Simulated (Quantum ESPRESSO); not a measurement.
InAs:

```
In As
1.0
     0.00000    3.01800    3.01800
     3.01800    0.00000    3.01800
     3.01800    3.01800    0.00000
In As
1 1
Direct
  0.00000 0.00000 0.00000
  0.75000 0.75000 0.75000
```

Base run:

| Quantity | Value |
| --- | --- |
| Program | Quantum ESPRESSO 7.5 |
| Functional | LDA |
| Potentials or basis | PseudoDojo 0.4.1 SR LDA standard |
| Cutoff | 1088 eV |
| Density cutoff | 4354 eV |
| k mesh | 8 × 8 × 8 |
| Occupations | fermi-dirac, width 0.05 eV |
| Spin | no spin polarisation |

Its results: band gap on the k mesh none (metal or under the smearing width); pressure -0.5 GPa.

Task: The run is repeated on the same cell with these changes: functional from LDA to PBEsol; potentials or basis from PseudoDojo 0.4.1 SR LDA standard to PseudoDojo 0.4.1 SR PBEsol standard; cutoff from 1088 eV to 1143 eV; density cutoff from 4354 eV to 4572 eV. What comes out?

Result: Band gap on the k mesh none (metal or under the smearing width); pressure 1.6 GPa.

Caveats: spin-orbit coupling is left out, which moves the levels of the heavy elements; this crystal is a semiconductor, whose small gap the functional closes, so the metal is an error of the method.
